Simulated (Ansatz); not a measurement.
**Ge in Ansatz: the effect of functional**

Crystal: Ge.

```
Ge
1.0
     0.00000    2.84765    2.84765
     2.84765    0.00000    2.84765
     2.84765    2.84765    0.00000
Ge
2
Direct
  0.75000 0.75000 0.75000
  0.50000 0.50000 0.50000
```

The cell isn't the ideal one: volume scaled by 1.02.

Alike in all runs:

| Item | Value |
| --- | --- |
| Program | Ansatz 0.2.0 |
| Task | single point |
| Potentials or basis | Ansatz PAW |
| k mesh | 8 × 8 × 8 |
| Occupations | fermi-dirac, width 0.05 eV |
| Spin | no spin polarisation |

| functional | cutoff | gap on the mesh (eV) | pressure (GPa) |
| --- | --- | --- | --- |
| LDA | 420 eV (not typed: the program's choice for these potentials) | none | -2.5 |
| r2SCAN | 500 eV (not typed: the program's choice for these potentials) | ? | ? |
| PBE | 420 eV (not typed: the program's choice for these potentials) | none | 2.2 |

Problem. What does the run with functional r2SCAN give?

Solution. gap on the mesh 0.25 eV; pressure -0.8 GPa.

Caveats: the PAW data sets come from PBE, with cores solved anew for the run's functional, which leaves a small shift of forces and pressure (some runs).

A k mesh can miss the band edges.

A gap of «none» marks a metal or a gap under the smearing width.
